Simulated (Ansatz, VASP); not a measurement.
## Two plane-wave programs on Ni

```
Ni
1.0
     2.46424    0.00000    0.00000
    -1.23212    2.13409    0.00000
     0.00000    0.00000    4.09978
Ni
2
Direct
  0.66667 0.33333 0.75000
  0.33333 0.66667 0.25000
```

Change from the starting cell: volume scaled by 1.02.

Alike in both runs: task single point; functional PBEsol; k mesh 12 × 12 × 7; occupations fermi-dirac, width 0.05 eV; collinear spin, ferromagnetic start.

```csv
,VASP,Ansatz
version,VASP 6.6.1,Ansatz 0.2.0
potentials or method,"VASP PAW PBE potentials, release 64 (Ni)",Ansatz PAW
plane-wave cutoff (eV),520,420
valence electrons in the cell,20,36
```

Ansatz gave:

```
gap on the k mesh at the Fermi level (eV)                     : none
pressure (GPa)                                                : -7.0
largest component of the traceless stress (GPa)               : 2.51
net moment per atom (μB)                                      : 0.66
size of the moment on the site where the two differ most (μB) : 0.70
```

**Question.** Which values does VASP return?

**Answer.** gap on the k mesh at the Fermi level (eV): none; pressure (GPa): -7.0; largest component of the traceless stress (GPa): 2.45; net moment per atom (μB): 0.64; size of the moment on the site where the two differ most (μB): 0.65.

Site moments also hang on the region over which each program counts them. A gap of «none» marks a metal or a gap that the smearing closes. The two sets of potentials don't hold the same shells in valence.

Caveats: the PAW data sets were made with another functional, which shifts forces and pressure a little (VASP); the PAW data sets come from PBE, with cores solved anew for the run's functional, which leaves a small shift of forces and pressure (Ansatz).
